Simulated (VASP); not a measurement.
Write the native input for VASP 6.6.1 that does the following.

```yaml
Task: relaxation of cell and atoms
Functional: r2SCAN
Potentials_or_basis: VASP PAW PBE potentials, release 64 (Cu)
Cutoff: 520 eV
k_mesh: 20 × 20 × 20
Occupations: gaussian, width 0.1 eV
Spin: no spin polarisation
Further_INCAR_settings: ALGO = Normal; EDIFF = 1e-07; IBRION = 2; EDIFFG = -0.002; NSW = 80; ISIF = 3
```

The structure of Cu lies in POSCAR:

```
Cu
1.0
    0.0000000000      1.8075000000      1.8075000000
    1.8075000000      0.0000000000      1.8075000000
    1.8075000000      1.8075000000      0.0000000000
Cu
1
Direct
    0.0000000000      0.0000000000      0.0000000000
```

The input as run:

INCAR

```
SYSTEM = Cu
PREC = Accurate
ENCUT = 520
EDIFF = 1E-7
ISMEAR = 0
SIGMA = 0.1
LREAL = .False.
LASPH = .True.
NELM = 80
ALGO = Normal
ISIF = 3
LWAVE = .False.
LCHARG = .False.
METAGGA = R2SCAN
LMIXTAU = .True.
IBRION = 2
NSW = 80
EDIFFG = -0.002
```

KPOINTS

```
Automatic mesh
0
Gamma
  20 20 20
  0 0 0
```

Potentials or basis: VASP PAW PBE potentials, release 64 (Cu).

Run with:

```sh
$ cat potpaw_PBE.64/Cu/POTCAR > POTCAR
$ mpirun -np 1 vasp_std > vasp.out
```

It gave:

```
Relaxed volume                         : 11.49 Å³/atom
Relaxed cell                           : a = 2.533 Å, b = 2.533 Å, c = 2.533 Å, α = 60.00°, β = 60.00°, γ = 60.00°
Space group after relaxing (to 0.05 Å) : Fm-3m (No. 225)
Energy gained by relaxing              : 4.2 meV/atom
Ionic steps                            : 5
Pressure after relaxing                : 0.0 GPa
Band gap on the k mesh                 : none (metal or under the smearing width)
```

Caveat: the PAW data sets were made with another functional, which shifts forces and pressure a little.

Wall time 4.2 min on 1 thread of AMD EPYC 9R45 96-Core Processor (Zen 5), on a shared host, peak memory 0.13 GiB.
